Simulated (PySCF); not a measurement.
An unknown gives this computed stick spectrum. Method used: TDDFT PBE0/def2-SVPD, vertical, gas phase, core orbitals frozen in the response (PySCF 2.14.0, density-fitted response routines). Geometries: PBE0-D3(BJ)/def2-SVP, one conformer each.

```csv
state,E (eV),f,"main configurations (H = HOMO, L = LUMO)"
S1,6.19,0.010,"H→L (77%), H→L+1 (22%)"
S2,6.93,0.0091,"H→L+1 (72%), H→L (22%)"
S3,7.06,0.0027,H→L+2 (88%)
S4,7.41,0.055,H→L+3 (88%)
S5,7.91,0.0011,H→L+4 (86%)
S6,8.11,0.0095,H→L+5 (88%)
```

Question: Which structure fits? All have the formula C6H15N.
A. `CCN(C)C(C)C`
B. `CC(C)[C@H](C)CN`
C. `CCN(CC)CC`
D. `CNCC(C)(C)C`

Answer: B. Its S1, at 6.19 eV, is the highest among the candidates; the nearest of the others has S1 at 5.82 eV. S1 is HOMO→LUMO (77%), HOMO→LUMO+1 (22%). Löwdin shares by element: HOMO nitrogen 58%, carbon 13% or more, hydrogen 12% or more (atoms not listed hold the other 17%); LUMO hydrogen 23% or more, carbon 13% or more (atoms not listed hold the other 64%). At the same level the other candidates give, for their lowest levels:
- `CNCC(C)(C)C`: 5.82 eV (f 0.005); 6.51 eV (f 0.007); 6.62 eV (f 0.021); 7.09 eV (f 0.044); 7.37 eV (f 0.006); HOMO -6.36, LUMO 0.63 eV
- `CCN(CC)CC`: 5.54 eV (f 0.018); 6.02 eV (f 0.018); 6.17 eV (f 0.015); 6.27 eV (f 0.013); 6.97 eV (f 0.024); T1 5.44 eV; HOMO -5.88, LUMO 0.73 eV
- `CCN(C)C(C)C`: 5.54 eV (f 0.007); 6.17 eV (f 0.009); 6.19 eV (f 0.008); 6.31 eV (f 0.042); 6.98 eV (f 0.033); HOMO -5.89, LUMO 0.72 eV

Shape of the structure used: `[CH3:1][CH:2]([CH3:3])[C@H:4]([CH3:5])[CH2:6][NH2:7]`: C1–C2–C4–C5 -71°, C2–C4–C6–N7 -57°, H–N7–C6–C4 -70°, H–N7–C6–C4 172°.
Triplets come from the Tamm–Dancoff approximation.
